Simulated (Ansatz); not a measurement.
input.yaml for Be (Ansatz 0.2.0)

```yaml
crystal:
  lattice:
    - [2.0223354491, 0.0, 0.0]
    - [-1.0111677245, 1.7513938739, 0.0]
    - [0.0, 0.0, 3.1914912859]
  atoms:
    - { symbol: Be, position: [0.3333333333, 0.6666666667, 0.75] }
    - { symbol: Be, position: [0.6666666667, 0.3333333333, 0.25] }
basis:
  ecutwfc: 420
kpoints:
  mp_grid: { grid: [12, 12, 6] }
hamiltonian:
  xc: pbe
scf:
  occupations: { method: methfessel_paxton, width: "0.01 Ry" }
  max_iter: 30
  convergence: { dr2_threshold: "1e-10 eV" }
output:
  forces: true
  stress: true
  eigenvalues: true
```

Command:

```bash
ansatz run input.yaml --threads 1 --pin off --max-ram 1331MiB --backend cpu --events-out ev --progress --plain --runs-dir out
```

Output, shortened (HF is the Harris–Foulkes energy, dr2 the density residual in eV):

```text
Pseudopotential: Be, paw, valence charge 2, recommended cutoff 420 eV (normal)
Crystal: 2 atoms, lattice volume = 11.304 Å³
Basis set: ecut = 420 eV, 233 PW (Γ), exchange–correlation on 30×30×48 points (8 copies of the dense FFT grid, shifted against one another)
Bands: 6, of which v1, the nominal top of the filled ones, is band 2 counted from 1 (1 counted from 0)
Symmetry: 24 space group operations
Space group: P63/mmc (ITA 194), of the structure as read, at distance tolerance 2.2e-5 Å
k-points: 76 of 864
Initial density: superposition of atomic densities, corrected by the library's trained network
SCF iter   1: HF=-184.738306 eV  Δρ=2.92e-3  dr2=3.84e-4
SCF iter   2: HF=-184.738783 eV  S|Δr|=    0.00e0  Δρ=1.45e-3  dr2=9.26e-5
SCF iter   3: HF=-184.738799 eV  S|Δr|=    0.00e0  Δρ=2.53e-5  dr2=2.38e-8
SCF iter   4: HF=-184.738798 eV  S|Δr|=    0.00e0  Δρ=1.82e-6  dr2=1.27e-10
SCF iter   5: F=-184.738798 eV  HF=-184.738798 eV  S|Δr|=    0.00e0  Δρ=2.18e-7  dr2=1.07e-12
SCF 1 converged in 5 iterations: F = -184.738798 eV  dr2 = 1.07e-12
SCF converged after 5 iterations
Stability not checked: this state was not tested for a lower state beside it, because cold or Methfessel-Paxton smearing, or corrected tetrahedra, fill the levels in a way that the test cannot read (fill_not_monotonic; see scf.lower_state_search)
Free energy (F): -184.738798 eV
E sigma→0 (E₀):  -184.738729 eV
Entropy (-TS):   -0.000277 eV (-0.138 meV/atom)
Fermi energy:    12.015366 eV
--- Forces (eV/Å), atoms counted from 1 ---
  atom   1  Be     0.00000000     0.00000000     0.00000000
  atom   2  Be    -0.00000000    -0.00000000     0.00000000
--- Stress (GPa, compression-positive) ---
       69.640489      -0.000000       0.000000
       -0.000000      69.640489       0.000000
        0.000000       0.000000      76.547207
  P = ⅓ Tr σ = 71.9427 GPa (719.427 kbar)
```

The inputs are trials, many of them unsound on purpose. Their numbers show the effect of the settings and aren't properties of the material.